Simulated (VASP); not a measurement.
# KTaO3 (Pm-3m) in VASP: settings compared, part 2 of 2

VASP 6.6.1. Earlier steps stand in the parts before.

## (3) Relaxation of cell and atoms, PBEsol

INCAR

```
PREC = Accurate
ENCUT = 600
EDIFF = 1E-7
ISMEAR = 0
SIGMA = 0.03
LREAL = False
LASPH = True
NELM = 80
ALGO = Normal
ISIF = 3
LWAVE = False
LCHARG = False
GGA = PS
IBRION = 2
NSW = 90
EDIFFG = -0.005
KPAR = 2
```

KPOINTS

```
Automatic mesh
0
Gamma
  8 8 8
```

POSCAR

```
KTaO3                                   
1.0
    3.9890690789     -0.0000000000      0.0000000000
   -0.0000000000      3.9890690789     -0.0000000000
   -0.0000000000     -0.0000000000      3.9890690789
  K               Ta              O             
     1     1     3
Direct
     0.5000000000000000    0.5000000000000000    0.5000000000000000
     0.0000000000000000    0.0000000000000000    0.0000000000000000
     0.5000000000000000    0.0000000000000000    0.0000000000000000
     0.0000000000000000    0.5000000000000000    0.0000000000000000
     0.0000000000000000    0.0000000000000000    0.5000000000000000
```

Potentials or basis: VASP PAW PBE potentials, release 64 (K_sv, Ta_pv, O).

Started as:

```
$ cat potpaw_PBE.64/K_sv/POTCAR potpaw_PBE.64/Ta_pv/POTCAR potpaw_PBE.64/O/POTCAR > POTCAR
$ mpirun -np 2 vasp_std > vasp.out
```

OUTCAR:

```text
PREC = Accurate
   ENCUT = 600
   EDIFF = 1E-7
   ISMEAR = 0
   LREAL = False
   LASPH = True
   NELM = 80
   ISIF = 3
   GGA = PS
   IBRION = 2
   NSW = 90
   EDIFFG = -0.005

 ion  position               nearest neighbor table
   1  0.500  0.500  0.500-   3 2.82   4 2.82   5 2.82   3 2.82   4 2.82   3 2.82   5 2.82   3 2.82
                             4 2.82   5 2.82   4 2.82   5 2.82   2 3.45   2 3.45   2 3.45   2 3.45
   2  0.000  0.000  0.000-   3 1.99   4 1.99   5 1.99   5 1.99   4 1.99   3 1.99   1 3.45   1 3.45
                             1 3.45   1 3.45   1 3.45   1 3.45   1 3.45   1 3.45
   3  0.500  0.000  0.000-   2 1.99   2 1.99   1 2.82   1 2.82   1 2.82   1 2.82
   4  0.000  0.500  0.000-   2 1.99   2 1.99   1 2.82   1 2.82   1 2.82   1 2.82
   5  0.000  0.000  0.500-   2 1.99   2 1.99   1 2.82   1 2.82   1 2.82   1 2.82
[... 832 lines left out ...]
  Total        0.0047511      0.0047511      0.0047511     -0.0000000     -0.0000000     -0.0000000
  in kB        0.1199190      0.1199190      0.1199190     -0.0000000     -0.0000000     -0.0000000
  external PRESSURE =       0.1199190 kB  Pullay stress =       0.0000000 kB

 VOLUME and BASIS-vectors are now :
 -----------------------------------------------------------------------------
  energy-cutoff  :      600.00
  volume of cell :       63.48
      direct lattice vectors                 reciprocal lattice vectors
     3.989069079  0.000000000  0.000000000     0.250685055  0.000000000  0.000000000
     0.000000000  3.989069079  0.000000000     0.000000000  0.250685055  0.000000000
     0.000000000  0.000000000  3.989069079     0.000000000  0.000000000  0.250685055

 POSITION                                       TOTAL-FORCE (eV/Angst)
 -----------------------------------------------------------------------------------
      1.99453      1.99453      1.99453         0.000000      0.000000      0.000000
      0.00000      0.00000      0.00000         0.000000      0.000000      0.000000
      1.99453      0.00000      0.00000         0.000000      0.000000      0.000000
      0.00000      1.99453      0.00000         0.000000      0.000000      0.000000
      0.00000      0.00000      1.99453         0.000000      0.000000      0.000000
 -----------------------------------------------------------------------------------
    total drift:                                0.000000      0.000000     -0.000000

  FREE ENERGIE OF THE ION-ELECTRON SYSTEM (eV)
  ---------------------------------------------------
  free  energy   TOTEN  =       -42.9285264610 eV

  energy  without entropy=      -42.9285264610  energy(sigma->0) =      -42.92852646

 reached required accuracy - stopping structural energy minimisation
```

It took 11 s on 2 MPI ranks of Intel Xeon 6975P-C (Granite Rapids), shared host; peak memory 0.21 GiB.

Results:

| Quantity | Value |
| --- | --- |
| Free energy | -42.9285 eV |
| Pressure after relaxing | 0.0 GPa |
| Band gap on the k mesh | 2.09 eV, indirect (least direct gap 2.71 eV) |

Final structure:
```
K Ta O
1.0
     3.98907    0.00000    0.00000
     0.00000    3.98907    0.00000
     0.00000    0.00000    3.98907
K Ta O
1 1 3
Cartesian
  1.9945 1.9945 1.9945
  0.0000 0.0000 0.0000
  1.9945 0.0000 0.0000
  0.0000 1.9945 0.0000
  0.0000 0.0000 1.9945
```

Levels at points of the mesh, in eV from the valence-band top:
```tsv
k point	band 15	band 16	band 17	band 18	band 19	band 20	band 21	band 22	band 23
(0.00, 0.00, 0.00)	-1.07	-1.07	-0.62	-0.62	-0.62	2.09	2.09	2.09	6.44
(0.50, 0.00, 0.00)	-2.35	-2.18	-1.55	-0.85	-0.85	2.25	4.98	4.98	6.79
(0.50, 0.50, 0.00)	-2.88	-1.66	-1.45	-1.45	-0.04	5.02	5.02	6.31	7.63
(0.50, 0.50, 0.50)	-3.94	-3.94	0.00	0.00	0.00	6.45	6.45	6.45	8.80
```

Caveat: the relaxation stopped at its first step, so nothing moved; the PAW data sets were made with another functional, which shifts forces and pressure a little; spin-orbit coupling is left out, which moves the levels of the heavy elements. A k mesh can miss the band edges.

## (4) Relaxation of cell and atoms, r2SCAN

INCAR

```
SYSTEM = KTaO3
ALGO = Normal
EDIFF = 1E-6
EDIFFG = -0.01
ENCUT = 600
IBRION = 2
ISIF = 3
ISMEAR = 0
LASPH = .True.
LCHARG = .False.
LMIXTAU = .True.
LREAL = .False.
LWAVE = .False.
METAGGA = R2SCAN
NELM = 80
NSW = 90
PREC = Accurate
SIGMA = 0.03
```

KPOINTS

```
k-points
0
Gamma
  8 8 8
  0 0 0
```

POSCAR

```
KTaO3
1.0
    3.9883000000      0.0000000000      0.0000000000
    0.0000000000      3.9883000000      0.0000000000
    0.0000000000      0.0000000000      3.9883000000
K Ta O
1 1 3
Direct
    0.5000000000      0.5000000000      0.5000000000
    0.0000000000      0.0000000000      0.0000000000
    0.5000000000      0.0000000000      0.0000000000
    0.0000000000      0.5000000000      0.0000000000
    0.0000000000      0.0000000000      0.5000000000
```

Potentials or basis: VASP PAW PBE potentials, release 64 (K_sv, Ta_pv, O).

Started as:

```
$ cat potpaw_PBE.64/K_sv/POTCAR potpaw_PBE.64/Ta_pv/POTCAR potpaw_PBE.64/O/POTCAR > POTCAR
$ mpirun -np 1 vasp_std > vasp.out
```

OUTCAR:

```text
SYSTEM = KTaO3
   EDIFF = 1E-6
   EDIFFG = -0.01
   ENCUT = 600
   IBRION = 2
   ISIF = 3
   ISMEAR = 0
   LASPH = .True.
   LREAL = .False.
   METAGGA = R2SCAN
   NELM = 80
   NSW = 90
   PREC = Accurate

 ion  position               nearest neighbor table
   1  0.500  0.500  0.500-   3 2.82   4 2.82   5 2.82   3 2.82   4 2.82   3 2.82   5 2.82   3 2.82
                             4 2.82   5 2.82   4 2.82   5 2.82   2 3.45   2 3.45   2 3.45   2 3.45
   2  0.000  0.000  0.000-   3 1.99   4 1.99   5 1.99   5 1.99   4 1.99   3 1.99   1 3.45   1 3.45
                             1 3.45   1 3.45   1 3.45   1 3.45   1 3.45   1 3.45
   3  0.500  0.000  0.000-   2 1.99   2 1.99   1 2.82   1 2.82   1 2.82   1 2.82
   4  0.000  0.500  0.000-   2 1.99   2 1.99   1 2.82   1 2.82   1 2.82   1 2.82
   5  0.000  0.000  0.500-   2 1.99   2 1.99   1 2.82   1 2.82   1 2.82   1 2.82

  LATTYP: Found a simple cubic cell.
 ALAT       =     3.9883000000

[... 275 lines left out ...]

  energy without entropy =      -87.17504243  energy(sigma->0) =      -87.17504243

 E-fermi :   1.5080     XC(G=0): -11.5289

 val. band max:        1.3838023927   @ k =   0.5000   0.5000   0.5000
 cond. band min:       3.9721120549   @ k =   0.0000   0.0000   0.0000
 fundamental gap:      2.5883096622
 Fermi energy:         1.5080382438

 k-point     1 :       0.0000    0.0000    0.0000
  band No.  band energies     occupation
      1     -33.9174      2.00000
      2     -33.9174      2.00000
      3     -33.9174      2.00000
      4     -27.0674      2.00000
      5     -17.1501      2.00000
      6     -16.4826      2.00000
[... 613 lines left out ...]
     22       7.8703      0.00000
     23      10.1667      0.00000

 [... further k-points ...]

------------------------ aborting loop because EDIFF is reached ----------------------------------------

  FORCE on cell =-STRESS in cart. coord.  units (eV):
  Direction    XX          YY          ZZ          XY          YZ          ZX
  --------------------------------------------------------------------------------------
  -------------------------------------------------------------------------------------
  Total        0.0041139      0.0041139      0.0041139     -0.0000000     -0.0000000      0.0000000
  in kB        0.1033887      0.1033887      0.1033887     -0.0000000     -0.0000000      0.0000000
  external PRESSURE =       0.1033887 kB  Pullay stress =       0.0000000 kB
[... 20 lines left out ...]
  FREE ENERGIE OF THE ION-ELECTRON SYSTEM (eV)
  ---------------------------------------------------
  free  energy   TOTEN  =       -87.1750424346 eV

  energy  without entropy=      -87.1750424346  energy(sigma->0) =      -87.17504243

 reached required accuracy - stopping structural energy minimisation
```

OSZICAR:

```text
N       E                     dE             d eps       ncg     rms          rms(c)
DAV:   1     0.311216671023E+03    0.31122E+03   -0.23518E+04  1610   0.189E+03
DAV:   2    -0.854093198912E+02   -0.39663E+03   -0.38956E+03  2041   0.494E+02
DAV:   3    -0.106274516033E+03   -0.20865E+02   -0.20818E+02  2316   0.109E+02
[... 38 lines left out ...]
DAV:   6    -0.871749445316E+02    0.31629E-04   -0.14484E-04  2317   0.131E-01    0.134E-02
DAV:   7    -0.871750360592E+02   -0.91528E-04   -0.68146E-05  1694   0.904E-02    0.608E-03
DAV:   8    -0.871750382668E+02   -0.22077E-05   -0.69020E-06  1925   0.288E-02    0.237E-03
DAV:   9    -0.871750418326E+02   -0.35657E-05   -0.31854E-06  1721   0.203E-02    0.604E-04
DAV:  10    -0.871750424346E+02   -0.60198E-06   -0.33083E-07  1036   0.664E-03
   3 F= -.87175042E+02 E0= -.87175042E+02  d E =-.988645E-03
```

It took 5.8 min on 1 thread of Intel Xeon Platinum 8375C at 2.90GHz (Ice Lake), shared host; peak memory 0.24 GiB.

What came out:

```yaml
Free_energy: -87.1750 eV
Relaxed_volume: 12.75 Å³/atom
Relaxed_cell: a = 3.995 Å, b = 3.995 Å, c = 3.995 Å, α = 90.00°, β = 90.00°, γ = 90.00°
Space_group_after_relaxing_to_0.05_Å: Pm-3m (No. 221)
Energy_gained_by_relaxing: 0.2 meV/atom
Ionic_steps: 3
Pressure_after_relaxing: 0.0 GPa
Band_gap_on_the_k_mesh: 2.59 eV, indirect (least direct gap 3.24 eV)
```

The path:
```csv
step,energy change (eV),largest force (eV/Å),pressure (GPa),volume (Å³)
1,0.0000,0.0000,1.03,63.44
2,0.0010,0.0000,-1.45,64.19
3,-0.0010,0.0000,0.01,63.75
```

Final structure:
```
K Ta O
1.0
     3.99481    0.00000    0.00000
     0.00000    3.99481    0.00000
     0.00000    0.00000    3.99481
K Ta O
1 1 3
Direct
  0.50000 0.50000 0.50000
  0.00000 0.00000 0.00000
  0.50000 0.00000 0.00000
  0.00000 0.50000 0.00000
  0.00000 0.00000 0.50000
```

Caveat: the PAW data sets were made with another functional, which shifts forces and pressure a little; spin-orbit coupling is left out, which moves the levels of the heavy elements. r2SCAN opens gaps a little over a GGA but as a rule still falls short of measured ones.

## (5) Relaxation of cell and atoms, r2SCAN

This run uses another cell than the first one, of 12.75 Å³/atom, 1.005 times its volume.

INCAR, as its differences from that of step 4:

```diff
@@ -2,4 +2,4 @@
 ALGO = Normal
-EDIFF = 1E-6
-EDIFFG = -0.01
+EDIFF = 1E-7
+EDIFFG = -0.005
 ENCUT = 600
```

KPOINTS is that of step 4.

POSCAR

```
KTaO3                                   
1.0
    3.9948132821     -0.0000000000      0.0000000000
    0.0000000000      3.9948132821     -0.0000000000
    0.0000000000      0.0000000000      3.9948132821
  K               Ta              O             
     1     1     3
Direct
     0.5000000000000000    0.5000000000000000    0.5000000000000000
     0.0000000000000000    0.0000000000000000    0.0000000000000000
     0.5000000000000000    0.0000000000000000    0.0000000000000000
     0.0000000000000000    0.5000000000000000    0.0000000000000000
     0.0000000000000000    0.0000000000000000    0.5000000000000000
```

Potentials or basis: VASP PAW PBE potentials, release 64 (K_sv, Ta_pv, O).

Started as:

```
$ cat potpaw_PBE.64/K_sv/POTCAR potpaw_PBE.64/Ta_pv/POTCAR potpaw_PBE.64/O/POTCAR > POTCAR
$ mpirun -np 1 vasp_std > vasp.out
```

OUTCAR:

```text
SYSTEM = KTaO3
   EDIFF = 1E-7
   EDIFFG = -0.005
   ENCUT = 600
   IBRION = 2
   ISIF = 3
   ISMEAR = 0
   LASPH = .True.
   LREAL = .False.
   METAGGA = R2SCAN
   NELM = 80
   NSW = 90
   PREC = Accurate

 ion  position               nearest neighbor table
   1  0.500  0.500  0.500-   3 2.82   4 2.82   5 2.82   3 2.82   4 2.82   3 2.82   5 2.82   3 2.82
                             4 2.82   5 2.82   4 2.82   5 2.82   2 3.46   2 3.46   2 3.46   2 3.46
   2  0.000  0.000  0.000-   3 2.00   4 2.00   5 2.00   5 2.00   4 2.00   3 2.00   1 3.46   1 3.46
                             1 3.46   1 3.46   1 3.46   1 3.46   1 3.46   1 3.46
   3  0.500  0.000  0.000-   2 2.00   2 2.00   1 2.82   1 2.82   1 2.82   1 2.82
   4  0.000  0.500  0.000-   2 2.00   2 2.00   1 2.82   1 2.82   1 2.82   1 2.82
[... 834 lines left out ...]
  in kB       -0.0879339     -0.0879339     -0.0879339     -0.0000000      0.0000000      0.0000000
  external PRESSURE =      -0.0879339 kB  Pullay stress =       0.0000000 kB

 VOLUME and BASIS-vectors are now :
 -----------------------------------------------------------------------------
  energy-cutoff  :      600.00
  volume of cell :       63.75
      direct lattice vectors                 reciprocal lattice vectors
     3.994813282  0.000000000  0.000000000     0.250324591  0.000000000  0.000000000
     0.000000000  3.994813282  0.000000000     0.000000000  0.250324591  0.000000000
     0.000000000  0.000000000  3.994813282     0.000000000  0.000000000  0.250324591

 POSITION                                       TOTAL-FORCE (eV/Angst)
 -----------------------------------------------------------------------------------
      1.99741      1.99741      1.99741         0.000000      0.000000      0.000000
      0.00000      0.00000      0.00000         0.000000      0.000000      0.000000
      1.99741      0.00000      0.00000         0.000000      0.000000      0.000000
      0.00000      1.99741      0.00000         0.000000      0.000000      0.000000
      0.00000      0.00000      1.99741         0.000000      0.000000      0.000000
 -----------------------------------------------------------------------------------
    total drift:                                0.000000      0.000000     -0.000000

  FREE ENERGIE OF THE ION-ELECTRON SYSTEM (eV)
  ---------------------------------------------------
  free  energy   TOTEN  =       -87.1759251800 eV

  energy  without entropy=      -87.1759251800  energy(sigma->0) =      -87.17592518

 reached required accuracy - stopping structural energy minimisation
```

OSZICAR:

```text
N       E                     dE             d eps       ncg     rms          rms(c)
DAV:   1     0.313203490814E+03    0.31320E+03   -0.23480E+04  1610   0.189E+03
DAV:   2    -0.851565658018E+02   -0.39836E+03   -0.38979E+03  1957   0.499E+02
DAV:   3    -0.106397041733E+03   -0.21240E+02   -0.21187E+02  2298   0.111E+02
DAV:   4    -0.107135085421E+03   -0.73804E+00   -0.73721E+00  2814   0.139E+01
[... 15 lines left out ...]
DAV:  20    -0.871759113767E+02   -0.18060E-05   -0.11992E-07  1509   0.379E-03    0.196E-02
DAV:  21    -0.871759254491E+02   -0.14072E-04   -0.73181E-06  1778   0.304E-02    0.794E-03
DAV:  22    -0.871759249599E+02    0.48915E-06   -0.59609E-07  2354   0.695E-03    0.215E-03
DAV:  23    -0.871759250893E+02   -0.12937E-06   -0.36351E-08  1141   0.231E-03    0.292E-03
DAV:  24    -0.871759251800E+02   -0.90675E-07   -0.13530E-07  1127   0.413E-03
   1 F= -.87175925E+02 E0= -.87175925E+02  d E =-.871759E+02
```

CONTCAR:

```text
KTaO3
   1.00000000000000
     3.9948132821000000    0.0000000000000000    0.0000000000000000
     0.0000000000000000    3.9948132821000000    0.0000000000000000
     0.0000000000000000    0.0000000000000000    3.9948132821000000
  K               Ta              O
     1     1     3
Direct
     0.5000000000000000    0.5000000000000000    0.5000000000000000
     0.0000000000000000    0.0000000000000000    0.0000000000000000
     0.5000000000000000    0.0000000000000000    0.0000000000000000
     0.0000000000000000    0.5000000000000000    0.0000000000000000
     0.0000000000000000    0.0000000000000000    0.5000000000000000

  0.00000000E+00  0.00000000E+00  0.00000000E+00
  0.00000000E+00  0.00000000E+00  0.00000000E+00
  0.00000000E+00  0.00000000E+00  0.00000000E+00
  0.00000000E+00  0.00000000E+00  0.00000000E+00
  0.00000000E+00  0.00000000E+00  0.00000000E+00
```

Run time: 3.5 min. Hardware: 1 thread of Intel Xeon Platinum 8375C at 2.90GHz (Ice Lake), shared host; peak memory 0.24 GiB.

What came out:

- Free energy: -87.1759 eV
- Pressure after relaxing: 0.0 GPa
- Band gap on the k mesh: 2.59 eV, indirect (least direct gap 3.24 eV)

Final structure:
```xyz
5
Lattice="3.9948 0.0000 0.0000 0.0000 3.9948 0.0000 0.0000 0.0000 3.9948" Properties=species:S:1:pos:R:3 pbc="T T T"
K     1.9974    1.9974    1.9974
Ta    0.0000    0.0000    0.0000
O     1.9974    0.0000    0.0000
O     0.0000    1.9974    0.0000
O     0.0000    0.0000    1.9974
```

Levels at points of the mesh, in eV from the valence-band top:
```tsv
k point	band 16	band 17	band 18	band 19	band 20	band 21	band 22	band 23
(0.00, 0.00, 0.00)	-1.09	-0.65	-0.65	-0.65	2.59	2.59	2.59	7.20
(0.50, 0.00, 0.00)	-2.14	-1.53	-0.88	-0.88	2.74	5.40	5.40	7.04
(0.50, 0.50, 0.00)	-1.75	-1.46	-1.46	-0.04	5.44	5.44	6.74	8.05
(0.50, 0.50, 0.50)	-3.94	0.00	0.00	0.00	6.87	6.87	6.87	9.65
```

Caveat: the relaxation stopped at its first step, so nothing moved; the PAW data sets were made with another functional, which shifts forces and pressure a little; spin-orbit coupling is left out, which moves the levels of the heavy elements. r2SCAN opens gaps a little over a GGA but as a rule still falls short of measured ones.

## (6) Relaxation of cell and atoms, LDA

INCAR

```
ALGO = Normal
EDIFF = 1E-6
EDIFFG = -0.01
ENCUT = 600
IBRION = 2
ISIF = 3
ISMEAR = 0
KPAR = 2
LASPH = True
LCHARG = False
LREAL = False
LWAVE = False
NELM = 80
NSW = 90
PREC = Accurate
SIGMA = 0.03
```

KPOINTS

```
k-points
0
Gamma
  8 8 8
```

POSCAR

```
KTaO3
1.0
    3.9883000000      0.0000000000      0.0000000000
    0.0000000000      3.9883000000      0.0000000000
    0.0000000000      0.0000000000      3.9883000000
K Ta O
1 1 3
Direct
    0.5000000000      0.5000000000      0.5000000000
    0.0000000000      0.0000000000      0.0000000000
    0.5000000000      0.0000000000      0.0000000000
    0.0000000000      0.5000000000      0.0000000000
    0.0000000000      0.0000000000      0.5000000000
```

Potentials or basis: VASP PAW LDA potentials, release 64 (K_sv, Ta_pv, O).

Started as:

```
$ cat potpaw_LDA.64/K_sv/POTCAR potpaw_LDA.64/Ta_pv/POTCAR potpaw_LDA.64/O/POTCAR > POTCAR
$ mpirun -np 2 vasp_std > vasp.out
```

Wall time 20 s (2 MPI ranks of Intel Xeon 6975P-C (Granite Rapids), shared host); peak memory 0.2 GiB.

The run converged. Its results:

* Free energy: -45.0706 eV
* Relaxed volume: 12.41 Å³/atom
* Relaxed cell: a = 3.959 Å, b = 3.959 Å, c = 3.959 Å, α = 90.00°, β = 90.00°, γ = 90.00°
* Space group after relaxing (to 0.05 Å): Pm-3m (No. 221)
* Energy gained by relaxing: 4.1 meV/atom
* Ionic steps: 3
* Pressure after relaxing: 0.0 GPa
* Band gap on the k mesh: 2.07 eV, indirect (least direct gap 2.68 eV)

The path:
```tsv
step	energy change (eV)	largest force (eV/Å)	pressure (GPa)	volume (Å³)
1	0.0000	0.0000	-4.62	63.44
2	0.0210	0.0000	7.24	60.14
3	-0.0207	0.0000	-0.04	62.05
```

Final structure:
```
K Ta O
1.0
     3.95893    0.00000    0.00000
     0.00000    3.95893    0.00000
     0.00000    0.00000    3.95893
K Ta O
1 1 3
Direct
  0.50000 0.50000 0.50000
  0.00000 0.00000 0.00000
  0.50000 0.00000 0.00000
  0.00000 0.50000 0.00000
  0.00000 0.00000 0.50000
```

Levels at points of the mesh, in eV from the valence-band top:
```tsv
k point	band 17	band 18	band 19	band 20	band 21	band 22
(0.00, 0.00, 0.00)	-0.61	-0.61	-0.61	2.07	2.07	2.07
(0.50, 0.00, 0.00)	-1.62	-0.85	-0.85	2.24	5.08	5.08
(0.50, 0.50, 0.00)	-1.48	-1.48	-0.04	5.12	5.12	6.44
(0.50, 0.50, 0.50)	0.00	0.00	0.00	6.60	6.60	6.60
```

Caveat: spin-orbit coupling is left out, which moves the levels of the heavy elements. A k mesh can miss the band edges.

## (7) Summary

```csv
level,potentials or basis,gap on the mesh (eV),pressure (GPa)
PBEsol,"VASP PAW PBE potentials, release 64 (K_sv, Ta_pv, O)",2.09,0.0
r2SCAN,"VASP PAW PBE potentials, release 64 (K_sv, Ta_pv, O)",2.59,0.0
LDA,"VASP PAW LDA potentials, release 64 (K_sv, Ta_pv, O)",2.07,0.0
```

Alike in all rows: task relaxation of cell and atoms; no spin polarisation; cell relaxed; k mesh 8 × 8 × 8; cutoff (eV) 600; smearing gaussian 0.03 eV.

Caveats: spin-orbit coupling is left out, which moves the levels of the heavy elements; the relaxation stopped at its first step, so nothing moved (some runs); the PAW data sets were made with another functional, which shifts forces and pressure a little (some runs).

Total energies depend on the potentials used, so only differences within one code and one set of settings carry meaning.
